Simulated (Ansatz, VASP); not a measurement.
# One calculation of SiO2, two programs

```
Si O
1.0
     4.06667    0.00000    0.00000
     0.00000    4.06667    0.00000
     0.00000    0.00000    2.90572
Si O
2 4
Direct
  0.50000 0.50000 0.50000
  0.00000 0.00000 0.00000
  0.69302 0.69302 0.00000
  0.19302 0.80698 0.50000
  0.30698 0.30698 0.00000
  0.80698 0.19302 0.50000
```

Change from the starting cell: strain -0.040 along x and y, +0.080 along z, atoms carried along.

Alike in both runs: task single point; functional PBE; k mesh 6 × 6 × 8; occupations gaussian, width 0.05 eV; no spin polarisation.

|  | VASP | Ansatz |
| --- | --- | --- |
| version | VASP 6.6.1 | Ansatz 0.2.0 |
| potentials or method | VASP PAW PBE potentials, release 64 (Si, O) | scalar-relativistic, plane waves, PAW |
| plane-wave cutoff (eV) | 520 | 420 |
| valence electrons in the cell | 32 | 32 |

|  | VASP | Ansatz | Ansatz less VASP |
| --- | --- | --- | --- |
| gap on the k mesh at the Fermi level (eV) | 4.59 | 4.61 | +0.014 |
| least direct gap on the mesh (eV) | 4.59 | 4.61 | +0.014 |
| pressure (GPa) | -1.3 | -1.5 | -0.12 |
| largest component of the traceless stress (GPa) | 29.54 | 29.65 | +0.107 |
| rms of the force components (eV/Å) | 0.365 | 0.369 | +0.0040 |

Atom by atom the forces differ by 0.004 eV/Å (rms over components). With one functional, cell and mesh, what is left measures potentials, basis and numerics.

A k mesh can miss the band edges.
